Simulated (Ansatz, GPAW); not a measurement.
Given: the input of a run of GPAW 26.7.0 (ASE script) on LiCl. 

File run.py:

```python
from ase.dft.bandgap import bandgap
from ase.io import read, write
from ase.units import Bohr, GPa
from gpaw import GPAW, PW
from gpaw.elf import elf_from_dft_calculation

atoms = read('LiCl.xyz')

calc = GPAW(mode=PW(800),
            xc='PBE',
            kpts={'size': (9, 9, 9), 'gamma': True},
            occupations={'name': 'methfessel-paxton', 'order': 0, 'width': 0.022},
            nbands=11,
            convergence={'density': 1e-05, 'energy': 1e-05},
            maxiter=150,
            txt='gpaw.txt')
atoms.calc = calc
energy = atoms.get_potential_energy()
forces = atoms.get_forces()
stress = atoms.get_stress()
calc.write('gs.gpw')
write('result.traj', atoms)
print(f'Energy: {energy:.6f} eV')
print('Forces (eV/A):')
print(forces.round(4))
print('Stress (GPa):', (stress / GPa).round(3))
print('Fermi level:', round(calc.get_fermi_level(), 4), 'eV')
print(f'Gap: {bandgap(calc)[0]:.4f} eV, direct: {bandgap(calc, direct=True)[0]:.4f} eV')

# fields on the real-space grid
write('density.cube', atoms, data=calc.get_pseudo_density() * Bohr**3)
write('potential.cube', atoms, data=calc.get_electrostatic_potential())
write('elf.cube', atoms, data=elf_from_dft_calculation(calc).data)
```

Contents of LiCl.xyz:

```xyz
2
Lattice="0.0000000000 2.5647700000 2.5647700000 2.5647700000 0.0000000000 2.5647700000 2.5647700000 2.5647700000 0.0000000000" Properties=species:S:1:pos:R:3 pbc="T T T"
Cl     2.5647700000      2.5647700000      2.5647700000
Li     0.0000000000      0.0000000000      0.0000000000
```

Potentials or basis: GPAW PAW data sets (gpaw-data 1.2.1), pw.

The run is started by

```bash
$ OMP_NUM_THREADS=1 python run.py
```

Question: What does the same run look like in Ansatz 0.2.0? Potentials or basis there: Ansatz PAW, cutoff 420 eV.

Answer: As run (cutoffs and basis follow the program's own potentials, and thresholds, step limits or extra output files can differ):

input.yaml

```yaml
crystal:
  lattice:
    - [0.0, 2.56477, 2.56477]
    - [2.56477, 0.0, 2.56477]
    - [2.56477, 2.56477, 0.0]
  atoms:
    - { symbol: Cl, position: [0.5, 0.5, 0.5] }
    - { symbol: Li, position: [0.0, 0.0, 0.0] }
hamiltonian:
  xc: pbe
  pseudopotentials: { kind: paw }
kpoints:
  mp_grid: { grid: [9, 9, 9] }
scf:
  occupations: { method: gaussian, width: 0.022 }
output:
  forces: true
  stress: true
  eigenvalues: true
```

Potentials or basis: Ansatz PAW.

Run with:

```bash
$ ansatz run input.yaml --threads 2 --pin off --max-ram 5632MiB --backend cpu --events-out ev --progress --plain --runs-dir out
```

Both were run:

|  | GPAW | Ansatz |
| --- | --- | --- |
| Pressure | 0.5 GPa | 0.4 GPa |

Ansatz's pressure holds a Pulay term of +0.00 GPa for its cutoff of 420 eV, which the other run lacks.

The potentials hold 8 and 10 valence electrons a cell.

Where Ansatz's input types no cutoff or centring, it takes its own default and a Γ-centred mesh.

Pressure is positive in compression.
